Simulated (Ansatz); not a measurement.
This ZnO structure is the end of a relaxation. The cell was found from a structure generator's guess, not taken from experiment.

Level of theory: DFT PBE, scalar-relativistic, plane waves, PAW (Ansatz 0.2.0). Cutoff 420 eV, Γ-centred mesh, Gaussian smearing, no spin polarisation.

```
Zn O
1.0
     2.68821    0.00000    0.00000
     0.00000    2.68821    0.00000
     0.00000    0.00000    2.68821
Zn O
1 1
Direct
  0.00000 0.00000 0.00000
  0.50000 0.50000 0.50000
```

Energies over the elements count from the elements' standard structures at the same level (O₂ as a molecule), with no fitted energy shifts.

**Question.** What space group does it have?

**Answer.** Pm-3m (No. 221), the caesium chloride type. Conventional cell: a = 2.688 Å. Around Zn lie 8 O at 2.33 Å and 6 Zn at 2.69 Å; around O lie 8 Zn at 2.33 Å and 6 O at 2.69 Å.

**Question.** What is its formation energy per atom?

**Answer.** −0.70 eV/atom.

**Question.** Is it a metal?

**Answer.** Yes, bands cross the Fermi level on the 20×20×20 mesh, though with few states there, as in a semimetal.

The last run used a 20×20×20 mesh for its 2-atom cell and Gaussian smearing of 0.10 eV. The zero gap may come from the functional, which often closes small gaps. Symmetry constrained the relaxation, so the result can be a saddle point. Another cell of ZnO relaxed alike, in Cmmm, lies 0.36 eV/atom lower, so this cell isn't the stable form at this level.
